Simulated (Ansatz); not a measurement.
# Na under changes of volume

One of the cells (39.256 Å³/atom); the others are scaled copies at fixed shape and fractional positions:

```
Na
1.0
    -2.14100    2.14100    2.14100
     2.14100   -2.14100    2.14100
     2.14100    2.14100   -2.14100
Na
1
Direct
  0.00000 0.00000 0.00000
```

| Item | Value |
| --- | --- |
| Program | Ansatz 0.2.0 |
| Functional | wPBEh |
| Potentials or basis | Ansatz PAW |
| Cutoff | 420 eV (not typed: the program's choice for these potentials) |
| k mesh | 6 × 6 × 6 |
| Occupations | gaussian, width 0.05 eV |
| Spin | no spin polarisation |

| volume (Å³/atom) | energy over the lowest point (meV/atom) | pressure (GPa) |
| --- | --- | --- |
| 36.901 | 1.37 | 0.3 |
| 37.686 | ? | ? |
| 38.471 | 0.00 | 0.0 |
| 39.256 | 0.44 | -0.2 |
| 40.041 | 1.54 | -0.3 |
| 40.827 | 3.24 | -0.4 |
| 41.612 | 5.49 | -0.5 |

Question: What does the run at 37.686 Å³/atom give?

Answer: Energy over the lowest point 0.28 meV/atom; pressure 0.1 GPa.

Worked out: A Birch-Murnaghan fit of order 3 (a polynomial in V^(-2/3)) to the other rows has its minimum at 38.38 Å³/atom with B0 = V·E''(V) = 7.3 GPa and B' = 3.6. It gives 0.29 meV/atom at 37.686 Å³/atom, against the run's 0.28, and -dE/dV = 0.1 GPa, against 0.1.

Energies are extrapolated to zero smearing.

Caveats: the PAW data sets come from PBE, with cores solved anew for the run's functional, which leaves a small shift of forces and pressure; the thresholds are loose for stress.
